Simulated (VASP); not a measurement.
Here is a VASP 6.6.1 calculation.

The input INCAR:

```
SYSTEM = SnSe
ALGO = Normal
EDIFF = 1E-6
EDIFFG = -0.01
ENCUT = 600
IBRION = 2
ISIF = 3
ISMEAR = 0
KPAR = 2
LASPH = .TRUE.
LCHARG = .FALSE.
LREAL = .FALSE.
LWAVE = .FALSE.
NELM = 80
NSW = 90
PREC = Accurate
SIGMA = 0.03
```

File KPOINTS:

```
k-points
0
G
  4 8 8
  0 0 0
```

POSCAR

```
SnSe
1.0
   11.4200000000      0.0000000000      0.0000000000
    0.0000000000      4.1900000000      0.0000000000
    0.0000000000      0.0000000000      4.4600000000
Sn Se
4 4
Direct
    0.1230000000      0.2500000000      0.0910000000
    0.3770000000      0.7500000000      0.5910000000
    0.6230000000      0.2500000000      0.4090000000
    0.8770000000      0.7500000000      0.9090000000
    0.3570000000      0.2500000000      0.0160000000
    0.1430000000      0.7500000000      0.5160000000
    0.8570000000      0.2500000000      0.4840000000
    0.6430000000      0.7500000000      0.9840000000
```

Potentials or basis: VASP PAW LDA potentials, release 64 (Sn_d, Se).

Command:

```sh
$ cat potpaw_LDA.64/Sn_d/POTCAR potpaw_LDA.64/Se/POTCAR > POTCAR
$ mpirun -np 2 vasp_std > vasp.out
```

(1) Estimate the space group after relaxing (to 0.05 Å).

(2) Predict the relaxed cell.

Answers

(1) Pnma (No. 62).

(2) a = 11.317 Å, b = 4.128 Å, c = 4.304 Å, α = 90.00°, β = 90.00°, γ = 90.00°.
